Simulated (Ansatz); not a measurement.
The system is LiCl.

```
CELL_PARAMETERS angstrom
0.00000 2.56477 2.56477
2.56477 0.00000 2.56477
2.56477 2.56477 0.00000
ATOMIC_POSITIONS crystal
Cl 0.50000 0.50000 0.50000
Li 0.00000 0.00000 0.00000
```

| Quantity | Value |
| --- | --- |
| Program | Ansatz 0.2.0 |
| Task | relaxation of cell and atoms |
| Functional | PBEsol |
| Dispersion | D3(BJ) |
| Potentials or basis | all-electron LAPW, scalar-relativistic |
| Basis error allowed | 0.001 eV/atom |
| k mesh | 9 × 9 × 9 |
| Occupations | fermi-dirac, width 0.05 eV |
| Spin | no spin polarisation |

At the start: volume 16.87 Å³/atom.

Task: Where does the relaxation end?

Result: Over 5 steps the energy falls by 15.3 meV/atom and the volume is 15.37 Å³/atom (-8.9 %); space group Fm-3m (No. 225, to 0.05 Å).

The path:
| step | energy change (eV) | largest force (eV/Å) | volume (Å³) |
| --- | --- | --- | --- |
| 1 | 0.0000 | 0.0000 | 33.74 |
| 2 | -0.0271 | 0.0000 | 31.70 |
| 3 | -0.0304 | 0.0000 | 30.59 |
| 4 | -0.0305 | 0.0000 | 30.75 |
| 5 | -0.0305 | 0.0000 | 30.75 |

Final structure:
```
CELL_PARAMETERS angstrom
0.00000 2.48647 2.48647
2.48647 0.00000 2.48647
2.48647 2.48647 0.00000
ATOMIC_POSITIONS crystal
Cl 0.50000 0.50000 0.50000
Li 0.00000 0.00000 0.00000
```
